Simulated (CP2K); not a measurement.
Runs of CP2K 2026.2 on Ir. It takes space group Fm-3m (No. 225, cubic). Conventional cell: a = 3.831 Å, b = 3.831 Å, c = 3.831 Å, α = 90.00°, β = 90.00°, γ = 90.00°. Ir (site symmetry m-3m) is surrounded by 12 Ir at 2.71 Å. 

```tsv
task	level	potentials or basis	smearing	EPS_DEFAULT	NGRIDS	basis sets	potentials	points a segment of the path (NPOINTS)	gap on the mesh (eV)	pressure (GPa)
band structure	LDA	GTH_POTENTIALS Ir GTH-PADE-q17; TZVP-MOLOPT-PBE-GTH basis	fermi-dirac 0.0259 eV	1.0E-9	4	Ir TZVP-MOLOPT-PBE-GTH-q17	Ir GTH-PADE-q17 of GTH_POTENTIALS	6	none	-18.8
band structure	r2SCAN	POTENTIAL_UZH Ir GTH-SCAN-q17; TZVP-MOLOPT-SCAN-GTH basis	fermi-dirac 0.05 eV	1.0E-9	5	Ir TZVP-MOLOPT-SCAN-GTH-q17	Ir GTH-SCAN-q17 of POTENTIAL_UZH	6	none	(a)
band structure	TB-mBJ	POTENTIAL_UZH Ir GTH-PBE-q17; TZVP-MOLOPT-PBE-GTH basis	fermi-dirac 0.05 eV	1.0E-10	5	Ir TZVP-MOLOPT-PBE-GTH-q17	Ir GTH-PBE-q17 of POTENTIAL_UZH	10	none	-
band structure	PBEsol	POTENTIAL_UZH Ir GTH-PBE-q17; TZVP-MOLOPT-PBE-GTH basis	fermi-dirac 0.01 eV	1.0E-9	4	Ir TZVP-MOLOPT-PBE-GTH-q17	Ir GTH-PBE-q17 of POTENTIAL_UZH	10	none	-1.7
```

Alike in all rows: no spin polarisation; cell as given; k mesh 12 × 12 × 12.

Task: Fill in the values left out.

Result: (a) -4.9.

Caveats: spin-orbit coupling is left out, which moves the levels of the heavy elements; the basis of atomic orbitals isn't converged, which shifts pressures, moduli and gaps; the potentials were made for another functional, which shifts forces and pressure (some runs); so large a pressure means that the cell lies far from this level's equilibrium, or that cutoff or potentials fall short (some runs); this is a model potential without an energy functional, so only levels have meaning (some runs).

A k mesh can miss the band edges, and the runs leave out spin-orbit coupling on Ir.

A gap of «none» marks a metal or a gap under the smearing width.

Runs at the PBE level aren't shown here.
